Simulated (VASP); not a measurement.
Ir:

```xyz
2
Lattice="2.7181 0.0000 0.0000 -1.3591 2.3540 0.0000 0.0000 0.0000 4.4387" Properties=species:S:1:pos:R:3 pbc="T T T"
Ir    0.0000    1.5693    1.1097
Ir    1.3591    0.7847    3.3290
```

This isn't the form of Ir at room conditions, which is fcc.

| Property | Result |
| --- | --- |
| Program | VASP 6.6.1 |
| Task | relaxation of cell and atoms |
| Functional | r2SCAN |
| Potentials or basis | VASP PAW PBE potentials, release 64 (Ir) |
| Cutoff | 600 eV |
| k mesh | 18 × 18 × 10 |
| Occupations | gaussian, width 0.1 eV |
| Spin | no spin polarisation |

At the start: pressure 4.2 GPa; volume 14.20 Å³/atom.

Question: How do energy, volume and symmetry change on relaxing?

Answer: Over 6 steps the energy falls by 2.6 meV/atom and the volume is 14.36 Å³/atom (+1.1 %); space group P6_3/mmc (No. 194, to 0.05 Å).

Step by step:
```
step  energy change (eV)  largest force (eV/Å)  pressure (GPa)  volume (Å³)
   1              0.0000                0.0000            4.20        28.40
   2              0.0528                0.0000          -14.19        29.96
   3             -0.0047                0.0000           -0.35        28.74
   4             -0.0047                0.0000           -0.26        28.73
   5             -0.0052                0.0000            0.19        28.70
   6             -0.0053                0.0000            0.04        28.71
```

Final structure:
```cif
data_structure
_symmetry_space_group_name_H-M 'P 1'
_symmetry_Int_Tables_number 1
_cell_length_a 2.7349
_cell_length_b 2.7349
_cell_length_c 4.4322
_cell_angle_alpha 90.000
_cell_angle_beta 90.000
_cell_angle_gamma 120.000
_cell_volume 28.71
loop_
_atom_site_label
_atom_site_type_symbol
_atom_site_fract_x
_atom_site_fract_y
_atom_site_fract_z
_atom_site_occupancy
Ir1 Ir 0.33333 0.66667 0.25000 1
Ir2 Ir 0.66667 0.33333 0.75000 1
```

Caveat: the PAW data sets were made with another functional, which shifts forces and pressure a little.
